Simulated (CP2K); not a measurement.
Cs: energy against volume and a worked fit

Space group Fm-3m (No. 225). a = 7.897 Å, b = 7.897 Å, c = 7.897 Å, α = 90.00°, β = 90.00°, γ = 90.00°
```tsv
atom	site	symmetry	x	y	z
Cs	4a	m-3m	0.0000	0.0000	0.0000
```

This isn't the form of Cs at room conditions, which is bcc.

The cell was scaled at fixed shape and fractions and run with CP2K, POTENTIAL_UZH Cs GTH-SCAN-q9; TZVP-MOLOPT-SCAN-GTH basis; r2SCAN, k mesh 6 × 6 × 6 on the cell of 1 atom, fermi-dirac occupations of 0.05 eV, no spin polarisation, no spin-orbit coupling. Energies are those that the program minimises, any entropy of the smearing included. For a metal such a mesh isn't converged to the digits shown.

| V (Å³/atom) | energy over the lowest row (meV/atom) |
| --- | --- |
| 115.7178 | 4.766 |
| 118.1799 | 2.497 |
| 120.6419 | 0.987 |
| 123.1040 | 0.172 |
| 125.5661 | 0.000 |
| 128.0282 | ? |
| 130.4903 | 1.362 |

Question: Fit the third-order Birch-Murnaghan form, give V0, B0 and B′, and predict the energy left open.

Answer: With y = (V0/V)^(2/3), E = E0 + (9 V0 B0/16) [(y - 1)³ B′ + (y - 1)² (6 - 4y)]. Least squares through the rows shown give V0 = 125.0359 Å³/atom, E0 = -0.015 meV, B0 = 1.973 GPa (1 eV/Å³ = 160.218 GPa) and B′ = 3.35, with a largest miss of 0.001 meV. At V = 128.0282 the form with these constants gives 0.411 meV; the run gave 0.410 meV an atom.
